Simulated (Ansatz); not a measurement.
Li₂O:
```
CELL_PARAMETERS angstrom
      0.00000     2.31301     2.31301
      2.31301     0.00000     2.31301
      2.31301     2.31301     0.00000
ATOMIC_POSITIONS crystal
  O  0.00000 0.00000 0.00000
  Li 0.25000 0.25000 0.25000
  Li 0.75000 0.75000 0.75000
```

Tensor components refer to the Cartesian frame of this cell.

Give the high-frequency dielectric tensor and the Born effective charge tensors of the independent atoms from DFPT, PBE (plane waves, PAW; program Ansatz).


ε∞:
```
2.92  0.00  0.00
0.00  2.92  0.00
0.00  0.00  2.92
```
Z* of atom 1 (O), rows: field, columns: displacement, in e:
```
-1.81   0.00   0.00
 0.00  -1.81   0.00
 0.00   0.00  -1.81
```
Z* of atom 2 (Li), rows: field, columns: displacement, in e:
```
0.91  0.00  0.00
0.00  0.91  0.00
0.00  0.00  0.91
```

Static charges for comparison (Bader): O1 -1.71, Li2 +0.86 e. Born charges measure polarisation by displacement and can exceed these by far.

Space group Fm-3m (anti-fluorite). The PBE relaxation kept the symmetry of its start; phonons on a q-mesh show no instability.

Potentials: the later of the program's two PAW sets.
